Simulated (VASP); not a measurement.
# In: intraband terms of a metal's spectrum

In, Im-3m (no. 229), 1 atom in the cell. PBE, independent-particle dielectric function; PAW potentials In_d (PBE set).

## Input

INCAR.step1:
```
PREC = Accurate ; ENCUT = 280
ISMEAR = 1 ; SIGMA = 0.1
EDIFF = 1E-7 ; LASPH = T
KPAR = 4 ; LWAVE = F
LCHARG = T ; LMAXMIX = 4
```

INCAR.step2:
```
PREC = Accurate ; ENCUT = 280
ISMEAR = 0 ; SIGMA = 0.3
EDIFF = 1E-6 ; LASPH = T
KPAR = 4 ; LWAVE = T
LCHARG = F ; LMAXMIX = 4
ICHARG = 11 ; NBANDS = 20
NEDOS = 3000 ; OMEGAMAX = 30
CSHIFT = 0.1
```

INCAR.step3, as INCAR.step2 but for:
```
- LWAVE = T
+ LWAVE = F
+ LOPTICS = T
+ ALGO = None
+ NELM = 1
+ ISTART = 1
```

INCAR.step4, as INCAR.step3 but for:
```
+ WPLASMAI = 0.03
```

INCAR.step5 to INCAR.step6 change the same tag again: WPLASMAI = 0.1, 0.3.

INCAR.step7, as INCAR.step6 but for:
```
- WPLASMAI = 0.3
+ RTIME = 5
```

INCAR.step8, as INCAR.step7 but for:
```
- RTIME = 5
+ RTIME = 40
```

INCAR.step9, as INCAR.step8 but for:
```
- RTIME = 40
+ LNABLA = T
```

INCAR.step10, as INCAR.step9 but for:
```
- ISMEAR = 0
- LNABLA = T
+ ISMEAR = -5
```

KPOINTS.step1:
```
k-points
0
Gamma
  10 10 10
```

KPOINTS.step2:
```
k-points
0
Gamma
  25 25 25
```

POSCAR:
```
In
1.0
   -1.8825252400      1.8825252400      1.8825252400
    1.8825252400     -1.8825252400      1.8825252400
    1.8825252400      1.8825252400     -1.8825252400
In
1
Direct
    0.0000000000      0.0000000000      0.0000000000
```

Commands (each step's output is kept before the next begins):
```
cat potpaw_PBE.64/In_d/POTCAR > POTCAR
cp INCAR.step1 INCAR
cp KPOINTS.step1 KPOINTS
mpirun -np 4 vasp_std > vasp.out
cp INCAR.step2 INCAR
cp KPOINTS.step2 KPOINTS
mpirun -np 4 vasp_std > vasp.out
cp INCAR.step3 INCAR
mpirun -np 4 vasp_std > vasp.out
cp INCAR.step4 INCAR
mpirun -np 4 vasp_std > vasp.out
cp INCAR.step5 INCAR
mpirun -np 4 vasp_std > vasp.out
cp INCAR.step6 INCAR
mpirun -np 4 vasp_std > vasp.out
cp INCAR.step7 INCAR
mpirun -np 4 vasp_std > vasp.out
cp INCAR.step8 INCAR
mpirun -np 4 vasp_std > vasp.out
cp INCAR.step9 INCAR
mpirun -np 4 vasp_std > vasp.out
cp INCAR.step10 INCAR
mpirun -np 4 vasp_std > vasp.out
```

## Result

- Bands: 20

One ground state, settings moved in the last step alone:

| Settings | Plasma frequency (eV) | Im ε at 0.5 eV | Im ε at 1 eV | Im ε at 2 eV | Im ε at 4 eV | Time (s) |
|---|---|---|---|---|---|---|
| interband part alone | 10.25 | 15.7 | 37.9 | 12.6 | 1.5 | 10 |
| Drude term, WPLASMAI 0.03 | 10.25 | 40.8 | 41.1 | 13.0 | 1.5 | 10 |
| Drude term, WPLASMAI 0.1 | 10.25 | 96.5 | 48.3 | 14.0 | 1.7 | 9 |
| Drude term, WPLASMAI 0.3 | 10.25 | 201.0 | 66.8 | 16.5 | 2.0 | 10 |
| relaxation time RTIME 5 fs | 10.25 | 119.1 | 51.5 | 14.4 | 1.7 | 10 |
| relaxation time RTIME 40 fs | 10.25 | 29.5 | 39.6 | 12.9 | 1.5 | 9 |
| transversal form (LNABLA) | 10.33 | 15.9 | 38.5 | 12.8 | 1.5 | 9 |
| tetrahedron method | – | – | – | – | – | no result |

Limits: Spin-orbit coupling is left out, which can matter with atoms this heavy.

VASP 6.6.1 took 89 s on 4 cores (AMD EPYC 7R43 (Zen 3)), a shared host.
